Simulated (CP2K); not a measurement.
Mo:

```xyz
1
Lattice="2.7432 0.0000 0.0000 -0.9144 2.5863 0.0000 -0.9144 -1.2932 2.2398" Properties=species:S:1:pos:R:3 pbc="T T T"
Mo    0.0000    0.0000    0.0000
```

Base run:

```yaml
Program: CP2K 2026.2
Functional: PBE
Potentials_or_basis: POTENTIAL_UZH Mo GTH-PBE-q14; TZVP-MOLOPT-PBE-GTH basis
Density_cutoff: 9184 eV
k_mesh: 12 × 12 × 12
Occupations: fermi-dirac, width 0.05 eV
Spin: no spin polarisation
```

Its results: band gap on the k mesh none (metal or under the smearing width); pressure 0.1 GPa.

Question: After a change of settings the same cell gave: band gap on the k mesh none (metal or under the smearing width); pressure -8.1 GPa. Which change was it?
A. functional from PBE to TASK
B. functional from PBE to vdW-DF-cx
C. functional from PBE to AM05
D. functional from PBE to OLYP

Answer: C.

AM05 binds more tightly than PBE, so the same cell stands under less pressure.

Caveats: the basis of atomic orbitals isn't converged, which shifts pressures, moduli and gaps; the potentials were made for another functional, which shifts forces and pressure (some runs).
